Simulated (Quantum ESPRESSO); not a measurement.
# Bi (R-3m) in Quantum ESPRESSO: notebook

One crystal, Bi, is run at these levels: PBEsol, LDA; tasks: band structure, single point, equation of state.

All numbers are computed with Quantum ESPRESSO 7.5; they aren't measurements. Logs are shortened: lines on timing, memory, paths and dates and some standing lists are left out, and cuts for length are marked.

### 1 Starting point

It takes space group R-3m (No. 166, trigonal). The conventional cell has a = 4.535 Å, b = 4.535 Å, c = 11.814 Å, α = 90.00°, β = 90.00°, γ = 120.00°. Bi (site symmetry 3m) has 6 Bi at 3.06 to 3.52 Å as nearest neighbours.

### 2 Band structure, PBEsol

pw.in reads:

```
&CONTROL
  calculation = 'scf'
  prefix = 'pwscf'
  outdir = './tmp'
  pseudo_dir = './pseudo'
  tprnfor = .true.
  tstress = .true.
  disk_io = 'low'
/
&SYSTEM
  ibrav = 0
  celldm(1) = 8
  nat = 2
  ntyp = 1
  ecutwfc = 66
  nbnd = 22
  occupations = 'smearing'
  smearing = 'fd'
  degauss = 0.00367493
/
&ELECTRONS
  conv_thr = 4d-10
  electron_maxstep = 120
  mixing_beta = 0.5
/
ATOMIC_SPECIES
Bi   208.9804 Bi.upf
CELL_PARAMETERS alat
  0.5356192484486   0.3092399172779   0.9302176848470
 -0.5356192484486   0.3092399172779   0.9302176848470
  0.0000000000000  -0.6184798345558   0.9302176848470
ATOMIC_POSITIONS crystal
Bi     0.7660000000    0.7660000000    0.7660000000
Bi     0.2340000000    0.2340000000    0.2340000000
K_POINTS automatic
7 7 7 0 0 0
```

bands.in reads:

```
&CONTROL
  calculation = 'bands'
  prefix = 'pwscf'
  outdir = './tmp'
  pseudo_dir = './pseudo'
  disk_io = 'low'
  verbosity = 'high'
/
&SYSTEM
  ibrav = 0
  celldm(1) = 8
  nat = 2
  ntyp = 1
  ecutwfc = 66
  nbnd = 22
  occupations = 'smearing'
  smearing = 'fd'
  degauss = 0.00367493
/
&ELECTRONS
  conv_thr = 1d-08
  electron_maxstep = 120
  mixing_beta = 0.5
  diago_full_acc = .true.
  startingwfc = 'random'
/
ATOMIC_SPECIES
Bi   208.9804 Bi.upf
CELL_PARAMETERS alat
  0.5356192484486   0.3092399172779   0.9302176848470
 -0.5356192484486   0.3092399172779   0.9302176848470
  0.0000000000000  -0.6184798345558   0.9302176848470
ATOMIC_POSITIONS crystal
Bi     0.7660000000    0.7660000000    0.7660000000
Bi     0.2340000000    0.2340000000    0.2340000000
K_POINTS crystal
60
 0.0000000000  0.0000000000  0.0000000000 1
 0.0625000000  0.0000000000  0.0000000000 1
 0.1250000000  0.0000000000  0.0000000000 1
 0.1875000000  0.0000000000  0.0000000000 1
 0.2500000000  0.0000000000  0.0000000000 1
 0.3125000000  0.0000000000  0.0000000000 1
 0.3750000000  0.0000000000  0.0000000000 1
 0.4375000000  0.0000000000  0.0000000000 1
 0.5000000000  0.0000000000  0.0000000000 1
 0.5000000000  0.0400572416 -0.0400572416 1
 0.5000000000  0.0801144832 -0.0801144832 1
 0.5000000000  0.1201717248 -0.1201717248 1
 0.5000000000  0.1602289664 -0.1602289664 1
 0.5000000000  0.2002862080 -0.2002862080 1
 0.5000000000  0.2403434496 -0.2403434496 1
 0.7596565504  0.5000000000  0.2403434496 1
 0.7163804587  0.5000000000  0.2836195413 1
 0.6731043670  0.5000000000  0.3268956330 1
 0.6298282752  0.5000000000  0.3701717248 1
 0.5865521835  0.5000000000  0.4134478165 1
 0.5432760917  0.5000000000  0.4567239083 1
 0.5000000000  0.5000000000  0.5000000000 1
 0.4285714286  0.4285714286  0.4285714286 1
 0.3571428571  0.3571428571  0.3571428571 1
 0.2857142857  0.2857142857  0.2857142857 1
 0.2142857143  0.2142857143  0.2142857143 1
 0.1428571429  0.1428571429  0.1428571429 1
 0.0714285714  0.0714285714  0.0714285714 1
 0.0000000000  0.0000000000  0.0000000000 1
 0.0370171725  0.0000000000 -0.0370171725 1
 0.0740343450  0.0000000000 -0.0740343450 1
 0.1110515174  0.0000000000 -0.1110515174 1
 0.1480686899  0.0000000000 -0.1480686899 1
 0.1850858624  0.0000000000 -0.1850858624 1
 0.2221030349  0.0000000000 -0.2221030349 1
 0.2591202073  0.0000000000 -0.2591202073 1
 0.2961373798  0.0000000000 -0.2961373798 1
 0.3331545523  0.0000000000 -0.3331545523 1
 0.3701717248  0.0000000000 -0.3701717248 1
 0.6298282752  0.3701717248  0.0000000000 1
 0.5865521835  0.4134478165  0.0000000000 1
 0.5432760917  0.4567239083  0.0000000000 1
 0.5000000000  0.5000000000  0.0000000000 1
 0.5432760917  0.5432760917  0.0801144832 1
 0.5865521835  0.5865521835  0.1602289664 1
 0.6298282752  0.6298282752  0.2403434496 1
 0.6112813788  0.6112813788  0.2774372425 1
 0.5927344823  0.5927344823  0.3145310354 1
 0.5741875858  0.5741875858  0.3516248283 1
 0.5556406894  0.5556406894  0.3887186212 1
 0.5370937929  0.5370937929  0.4258124142 1
 0.5185468965  0.5185468965  0.4629062071 1
 0.5000000000  0.5000000000  0.5000000000 1
 0.5000000000  0.0000000000  0.0000000000 1
 0.5432760917  0.0616952875  0.0616952875 1
 0.5865521835  0.1233905749  0.1233905749 1
 0.6298282752  0.1850858624  0.1850858624 1
 0.6731043670  0.2467811499  0.2467811499 1
 0.7163804587  0.3084764373  0.3084764373 1
 0.7596565504  0.3701717248  0.3701717248 1
```

Potentials or basis: PseudoDojo 0.4.1 SR PBEsol standard.

Run with:

```
$ OMP_NUM_THREADS=1 mpirun -n 2 pw.x -nk 2 -in pw.in > pw.out
$ OMP_NUM_THREADS=1 mpirun -n 2 pw.x -nk 2 -in bands.in > bands.out
```

pw.out:

```text
This program is part of the open-source Quantum ESPRESSO suite
     for quantum simulation of materials; please cite
         "P. Giannozzi et al., J. Phys.:Condens. Matter 21 395502 (2009);
         "P. Giannozzi et al., J. Phys.:Condens. Matter 29 465901 (2017);
         "P. Giannozzi et al., J. Chem. Phys. 152 154105 (2020);
     in publications or presentations arising from this work. More details at

     Message from routine setup:
     using ibrav=0 with symmetry is DISCOURAGED, use correct ibrav instead

     K-points division:     npool     =       2
     Subspace diagonalization in iterative solution of the eigenvalue problem:
     a serial algorithm will be used

     G-vector sticks info
     --------------------
     sticks:   dense  smooth     PW     G-vecs:    dense   smooth      PW
     Sum        1411    1411    423                34233    34233    5553

     Using Slab Decomposition

     bravais-lattice index     =            0
     lattice parameter (alat)  =       8.0000  a.u.
     unit-cell volume          =     473.3229 (a.u.)^3
     number of atoms/cell      =            2
     number of atomic types    =            1
     number of electrons       =        30.00
     number of Kohn-Sham states=           22
     kinetic-energy cutoff     =      66.0000  Ry
     charge density cutoff     =     264.0000  Ry
     scf convergence threshold =      4.0E-10
     mixing beta               =       0.5000
     number of iterations used =            8  plain     mixing
     Exchange-correlation= PBESOL
                           (   1   4  10   8   0   0   0)

     celldm(1)=   8.000000  celldm(2)=   0.000000  celldm(3)=   0.000000
     celldm(4)=   0.000000  celldm(5)=   0.000000  celldm(6)=   0.000000

     crystal axes: (cart. coord. in units of alat)
               a(1) = (   0.535619   0.309240   0.930218 )
               a(2) = (  -0.535619   0.309240   0.930218 )
               a(3) = (   0.000000  -0.618480   0.930218 )

     reciprocal axes: (cart. coord. in units 2 pi/alat)
               b(1) = (  0.933499  0.538956  0.358339 )
               b(2) = ( -0.933499  0.538956  0.358339 )
               b(3) = (  0.000000 -1.077912  0.358339 )

     PseudoPot. # 1 for Bi read from file:
     Bi.upf
     Pseudo is Norm-conserving + core correction, Zval = 15.0
     Generated using ONCVPSP code by D. R. Hamann
     Using radial grid of 1472 points,  6 beta functions with:
                l(1) =   0
                l(2) =   0
                l(3) =   1
                l(4) =   1
                l(5) =   2
                l(6) =   2

     atomic species   valence    mass     pseudopotential
     Bi               15.00   208.98040     Bi( 1.00)

     12 Sym. Ops., with inversion, found

   Cartesian axes

     site n.     atom                  positions (alat units)
         1        Bi     tau(   1) = (   0.0000000   0.0000000   2.1376402  )
         2        Bi     tau(   2) = (   0.0000000   0.0000000   0.6530128  )

     number of k points=    44  Fermi-Dirac smearing, width (Ry)=  0.0037
                       cart. coord. in units 2pi/alat
        k(    1) = (   0.0000000   0.0000000   0.0000000), wk =   0.0058309
        k(    2) = (   0.0000000  -0.1539874   0.0511913), wk =   0.0349854
        k(    3) = (   0.0000000  -0.3079748   0.1023826), wk =   0.0349854
        k(    4) = (   0.0000000  -0.4619622   0.1535739), wk =   0.0349854
        k(    5) = (  -0.1333570  -0.0769937   0.1023826), wk =   0.0349854
        k(    6) = (  -0.1333570  -0.2309811   0.1535739), wk =   0.0699708
[... 36 lines left out ...]
        k(   43) = (   0.0000000   0.0000000   0.4607217), wk =   0.0116618
        k(   44) = (   0.0000000   0.9239243   0.1535739), wk =   0.0349854

     Dense  grid:    34233 G-vectors     FFT dimensions: (  48,  48,  48)

     Initial potential from superposition of free atoms

     starting charge      29.9985, renormalised to      30.0000
     Starting wfcs are   18 randomized atomic wfcs +    4 random wfcs

     Self-consistent Calculation

     iteration #  1     ecut=    66.00 Ry     beta= 0.50
     Davidson diagonalization with overlap
     ethr =  1.00E-02,  avg # of iterations =  5.8

     Threshold (ethr) on eigenvalues was too large:
     Diagonalizing with lowered threshold

     Davidson diagonalization with overlap
     ethr =  1.89E-05,  avg # of iterations =  8.6

     total energy              =    -327.71416167 Ry
     estimated scf accuracy    <       0.00571811 Ry

     iteration #  2     ecut=    66.00 Ry     beta= 0.50
     Davidson diagonalization with overlap
     ethr =  1.91E-05,  avg # of iterations =  1.0

     total energy              =    -327.71429563 Ry
     estimated scf accuracy    <       0.00102496 Ry

     iteration #  3     ecut=    66.00 Ry     beta= 0.50
     Davidson diagonalization with overlap
     ethr =  3.42E-06,  avg # of iterations =  2.0

     total energy              =    -327.71435339 Ry
     estimated scf accuracy    <       0.00004286 Ry

     iteration #  4     ecut=    66.00 Ry     beta= 0.50
     Davidson diagonalization with overlap
     ethr =  1.43E-07,  avg # of iterations =  2.2

     total energy              =    -327.71435861 Ry
     estimated scf accuracy    <       0.00000391 Ry

     iteration #  5     ecut=    66.00 Ry     beta= 0.50
     Davidson diagonalization with overlap
     ethr =  1.30E-08,  avg # of iterations =  1.9

     total energy              =    -327.71435893 Ry
     estimated scf accuracy    <       0.00000027 Ry

     iteration #  6     ecut=    66.00 Ry     beta= 0.50
     Davidson diagonalization with overlap
     ethr =  8.96E-10,  avg # of iterations =  2.0

     total energy              =    -327.71435899 Ry
     estimated scf accuracy    <       0.00000003 Ry

     iteration #  7     ecut=    66.00 Ry     beta= 0.50
     Davidson diagonalization with overlap
     ethr =  1.17E-10,  avg # of iterations =  2.0

     total energy              =    -327.71435900 Ry
     estimated scf accuracy    <          9.2E-10 Ry

     iteration #  8     ecut=    66.00 Ry     beta= 0.50
     Davidson diagonalization with overlap
     ethr =  3.05E-12,  avg # of iterations =  2.3

     End of self-consistent calculation

          k = 0.0000 0.0000 0.0000 (  4261 PWs)   bands (ev):

   -13.1469 -13.1469 -12.9922 -12.9922 -12.9763 -12.8048 -12.7922 -12.7922
   -12.6678 -12.6678  -3.3863   2.2792   8.2782   8.5418   8.5418  12.2687
    12.7441  12.7441  15.3897  15.5151  15.5151  15.7800

          k = 0.0000-0.1540 0.0512 (  4289 PWs)   bands (ev):

   -13.1322 -13.1278 -12.9858 -12.9807 -12.9662 -12.8146 -12.8020 -12.7983
   -12.6888 -12.6834  -3.1941   1.8417   8.3476   8.5261   8.5570  11.7980
    12.0841  12.2950  14.7853  15.3221  15.7536  17.2505

          k = 0.0000-0.3080 0.1024 (  4299 PWs)   bands (ev):

   -13.0942 -13.0744 -12.9715 -12.9498 -12.9360 -12.8471 -12.8294 -12.8113
   -12.7436 -12.7228  -2.6316   0.7839   8.3562   8.5225   8.8068  10.5934
    11.2309  11.4431  15.2122  16.1572  16.7852  19.6527

          k = 0.0000-0.4620 0.1536 (  4290 PWs)   bands (ev):

   -13.0552 -13.0011 -12.9588 -12.9157 -12.9099 -12.8770 -12.8671 -12.8311
   -12.8023 -12.7624  -1.7713  -0.4312   8.4078   8.5600   9.2283   9.7481
    10.4118  10.8471  16.6571  17.8702  18.4876  19.0177

          k =-0.1334-0.0770 0.1024 (  4287 PWs)   bands (ev):

   -13.1444 -13.1084 -12.9916 -12.9749 -12.9615 -12.8185 -12.8066 -12.7934
   -12.7116 -12.6688  -3.1445   1.7743   7.8703   8.1183   9.4477  10.6913
    12.5663  13.0842  14.5252  15.8851  16.3173  16.5661

          k =-0.1334-0.2310 0.1536 (  4295 PWs)   bands (ev):

   -13.1258 -13.0631 -12.9816 -12.9584 -12.9357 -12.8443 -12.8206 -12.8028
   -12.7595 -12.6879  -2.7247   1.0681   7.5637   7.8017   8.9733  10.8327
    12.4915  12.6335  14.2391  16.6919  17.1721  18.1525

          k =-0.1334-0.3850 0.2048 (  4302 PWs)   bands (ev):

   -13.0855 -13.0105 -12.9541 -12.9450 -12.8978 -12.8857 -12.8395 -12.8260
   -12.8057 -12.7300  -1.9789  -0.0015   7.3442   7.6773   8.4270  11.2064
    11.6225  12.2532  15.1685  17.7338  18.8653  19.0021

          k =-0.1334 0.5390-0.1024 (  4292 PWs)   bands (ev):

   -13.0686 -12.9638 -12.9509 -12.9390 -12.8984 -12.8870 -12.8627 -12.8417
   -12.8188 -12.7489  -1.3604  -0.7380   7.0054   8.0723   8.5906  10.7105
    10.8953  12.5946  16.6351  17.2599  17.9286  19.6846
[... 187 lines left out ...]
          k =-0.1334 0.8469 0.1024 (  4278 PWs)   bands (ev):

   -13.0838 -13.0413 -12.9648 -12.9488 -12.9206 -12.8505 -12.8289 -12.8152
   -12.7893 -12.7359  -1.8480  -0.0303   6.1799   6.9511   9.4340  10.4487
    13.3529  14.0081  15.2978  16.7442  18.7417  19.3176

          k =-0.1334 0.6929 0.1536 (  4278 PWs)   bands (ev):

   -13.0882 -13.0286 -12.9672 -12.9393 -12.8938 -12.8736 -12.8412 -12.8185
   -12.7979 -12.7295  -1.3519  -0.3017   5.5071   6.2294   9.0286  10.9305
    14.0315  15.1993  15.3610  16.2812  19.4585  20.0232

          k = 0.6668 0.3850-0.2048 (  4280 PWs)   bands (ev):

   -13.0880 -13.0372 -12.9757 -12.9308 -12.9188 -12.8531 -12.8405 -12.8094
   -12.7968 -12.7281  -1.6657  -0.1045   5.6504   7.5648   7.7220  12.3153
    12.7704  14.5980  15.0413  17.4845  18.2752  20.0278

          k = 0.0000 0.0000 0.4607 (  4259 PWs)   bands (ev):

   -13.0613 -13.0613 -12.9582 -12.9582 -12.9387 -12.8395 -12.8194 -12.8194
   -12.7626 -12.7626  -2.2630  -0.0220   8.7660   9.0807   9.0807  10.5508
    10.5508  10.5562  16.3863  18.1418  18.1418  19.2903

          k = 0.0000 0.9239 0.1536 (  4266 PWs)   bands (ev):

   -13.0588 -13.0581 -12.9583 -12.9513 -12.9347 -12.8418 -12.8239 -12.8201
   -12.7691 -12.7643  -2.0200  -0.1420   7.0174   8.5345   8.8667  10.7862
    11.2057  12.8023  16.2046  17.2722  17.8996  19.8417

     the Fermi energy is     9.6411 ev

!    total energy              =    -327.71435900 Ry
     estimated scf accuracy    <          2.8E-10 Ry
     smearing contrib. (-TS)   =      -0.00010888 Ry
     internal energy E=F+TS    =    -327.71425012 Ry

     The total energy is F=E-TS. E is the sum of the following terms:
     one-electron contribution =    -107.12497013 Ry
     hartree contribution      =      70.59316625 Ry
     xc contribution           =     -85.86168449 Ry
     ewald contribution        =    -205.32076175 Ry

     convergence has been achieved in   8 iterations

     Forces acting on atoms (cartesian axes, Ry/au):

     atom    1 type  1   force =     0.00000000    0.00000000   -0.00577593
     atom    2 type  1   force =    -0.00000000   -0.00000000    0.00577593

     Total force =     0.008168     Total SCF correction =     0.000120

     Computing stress (Cartesian axis) and pressure

          total   stress  (Ry/bohr**3)                   (kbar)     P=       -3.36
  -0.00001699   0.00000000   0.00000000           -2.50        0.00        0.00
   0.00000000  -0.00001699  -0.00000000            0.00       -2.50       -0.00
   0.00000000  -0.00000000  -0.00003446            0.00       -0.00       -5.07

=------------------------------------------------------------------------------=
   JOB DONE.
=------------------------------------------------------------------------------=
```

Wall time 66 s (2 MPI ranks of Arm Neoverse V2, shared host); peak memory 0.22 GiB.

What came out:

```yaml
Free_energy: -4458.7810 eV
Pressure: -0.3 GPa
Largest_force: 0.149 eV/Å
Band_gap_along_the_path: none (metal or under the smearing width)
```

Forces on the atoms (eV/Å):
```
Bi   0.000  0.000 -0.149
Bi   0.000  0.000  0.149
```

Levels at the corners of the path, in eV from the Fermi level:
```csv
point,band 12,band 13,band 14,band 15,band 16,band 17,band 18,band 19
Γ,-7.36,-1.36,-1.10,-1.10,2.63,3.10,3.10,5.75
L,-10.44,-1.21,-1.07,-0.18,-0.16,0.62,1.12,7.65
B1,-10.12,-4.01,-3.92,-0.30,0.88,5.11,5.12,6.20
B,-10.12,-4.01,-3.92,-0.30,0.88,5.11,5.12,6.20
Z,-9.83,-0.86,-0.50,-0.50,0.78,0.78,0.84,7.14
Γ,-7.36,-1.36,-1.10,-1.10,2.63,3.10,3.10,5.75
X,-10.15,-4.30,-2.40,-2.37,3.10,3.21,4.80,6.05
Q,-10.15,-4.30,-2.40,-2.37,3.10,3.21,4.80,6.05
F,-9.37,-4.62,-2.92,-2.81,2.43,5.09,5.57,6.91
P1,-9.84,-4.36,-2.36,-2.29,2.87,3.63,4.71,6.11
Z,-9.83,-0.86,-0.50,-0.50,0.78,0.78,0.84,7.14
L,-10.44,-1.21,-1.07,-0.18,-0.16,0.62,1.12,7.65
P,-9.84,-4.36,-2.36,-2.29,2.87,3.63,4.71,6.11
```

Caveat: spin-orbit coupling is left out, which moves the levels of the heavy elements.

### 3 Single point, LDA, 32.97 Å³/atom

pw.in reads:

```
&CONTROL
  calculation = 'scf'
  prefix = 'pwscf'
  outdir = './tmp'
  pseudo_dir = './pseudo'
  tprnfor = .true.
  tstress = .true.
  disk_io = 'nowf'
/
&SYSTEM
  ibrav = 0
  nat = 2
  ntyp = 1
  ecutwfc = 70
  nbnd = 22
  occupations = 'smearing'
  smearing = 'fd'
  degauss = 0.00367493
/
&ELECTRONS
  conv_thr = 4d-10
  electron_maxstep = 120
  mixing_beta = 0.5
/
ATOMIC_SPECIES
Bi   208.9804 Bi.upf
CELL_PARAMETERS angstrom
   2.2212115015    1.2824170583    3.8576100961
  -2.2212115015    1.2824170583    3.8576100961
   0.0000000000   -2.5648341167    3.8576100961
ATOMIC_POSITIONS crystal
Bi     0.7660000000    0.7660000000    0.7660000000
Bi     0.2340000000    0.2340000000    0.2340000000
K_POINTS automatic
7 7 7 0 0 0
```

Potentials or basis: PseudoDojo 0.4.1 SR LDA standard.

Run with:

```
$ OMP_NUM_THREADS=1 mpirun -n 2 pw.x -nk 2 -in pw.in > pw.out
```

pw.out:

```text
This program is part of the open-source Quantum ESPRESSO suite
     for quantum simulation of materials; please cite
         "P. Giannozzi et al., J. Phys.:Condens. Matter 21 395502 (2009);
         "P. Giannozzi et al., J. Phys.:Condens. Matter 29 465901 (2017);
         "P. Giannozzi et al., J. Chem. Phys. 152 154105 (2020);
     in publications or presentations arising from this work. More details at

     Message from routine setup:
     using ibrav=0 with symmetry is DISCOURAGED, use correct ibrav instead

     K-points division:     npool     =       2
     Subspace diagonalization in iterative solution of the eigenvalue problem:
     a serial algorithm will be used

     G-vector sticks info
     --------------------
     sticks:   dense  smooth     PW     G-vecs:    dense   smooth      PW
     Sum        1443    1443    427                35265    35265    5685

     Using Slab Decomposition
[... 170 lines left out ...]

   -12.4475 -12.4475 -12.2598 -12.2598 -12.2399 -12.0278 -12.0131 -12.0131
   -11.8674 -11.8674  -3.0714   3.2157   8.9250   9.2226   9.2226  13.1341
    13.6382  13.6382  16.2677  16.3960  16.3960  16.9103
[... 255 lines left out ...]
   -12.3397 -12.3397 -12.2170 -12.2082 -12.1876 -12.0745 -12.0525 -12.0480
   -11.9929 -11.9872  -1.5760   0.4389   7.6239   9.2121   9.6081  11.6839
    12.0348  13.7684  17.1273  18.2193  18.8422  20.9552

     the Fermi energy is    10.4393 ev

!    total energy              =    -327.68405257 Ry
     estimated scf accuracy    <          2.2E-10 Ry
     smearing contrib. (-TS)   =      -0.00008473 Ry
     internal energy E=F+TS    =    -327.68396784 Ry

     The total energy is F=E-TS. E is the sum of the following terms:
     one-electron contribution =    -100.67219593 Ry
     hartree contribution      =      68.24358867 Ry
     xc contribution           =     -85.65585736 Ry
     ewald contribution        =    -209.59950322 Ry

     convergence has been achieved in   8 iterations

     Forces acting on atoms (cartesian axes, Ry/au):

     atom    1 type  1   force =    -0.00000000    0.00000000   -0.01393365
     atom    2 type  1   force =     0.00000000   -0.00000000    0.01393365

     Total force =     0.019705     Total SCF correction =     0.000107

     Computing stress (Cartesian axis) and pressure

          total   stress  (Ry/bohr**3)                   (kbar)     P=       17.39
   0.00013568   0.00000000  -0.00000000           19.96        0.00       -0.00
  -0.00000000   0.00013568   0.00000000           -0.00       19.96        0.00
   0.00000000   0.00000000   0.00008324            0.00        0.00       12.25

=------------------------------------------------------------------------------=
   JOB DONE.
=------------------------------------------------------------------------------=
```

Run time: 28 s. Hardware: 2 MPI ranks of Arm Neoverse V2, shared host; peak memory 0.2 GiB.

Results:

```
Free energy            : -4458.3687 eV
Pressure               : 1.7 GPa
Largest force          : 0.358 eV/Å
Band gap on the k mesh : 0.30 eV, indirect (least direct gap 0.56 eV)
```

Caveat: spin-orbit coupling is left out, which as a rule narrows the gap of such compounds by several tenths of an eV; an odd mesh through Γ misses points on the zone boundary, where band edges often lie.

[end of part 1 of 2]
